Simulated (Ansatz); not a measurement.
PbS (Galena):

```
CELL_PARAMETERS angstrom
0.00000 2.96575 2.96575
2.96575 0.00000 2.96575
2.96575 2.96575 0.00000
ATOMIC_POSITIONS crystal
Pb 0.00000 0.00000 0.00000
S 0.50000 0.50000 0.50000
```

Base run:

| Item | Value |
| --- | --- |
| Program | Ansatz 0.2.0 |
| Functional | PBE |
| Potentials or basis | all-electron LAPW, scalar-relativistic |
| Cutoff | 178 eV (chosen from the basis error) |
| Basis error allowed | 0.001 eV/atom |
| k mesh | 8 × 8 × 8 |
| Occupations | gaussian, width 0.015 eV |
| Spin | no spin polarisation |

Its results: band gap on the k mesh 0.36 eV, direct; pressure 2.2 GPa.

**Question.** The run is repeated on the same cell with these changes: functional from PBE to BLYP; occupations from gaussian, width 0.015 eV to fermi-dirac, width 0.05 eV. What comes out?

**Answer.** Band gap on the k mesh 0.50 eV, direct; pressure 5.9 GPa.

Caveats: spin-orbit coupling is left out, which as a rule narrows the gap of such compounds by several tenths of an eV.
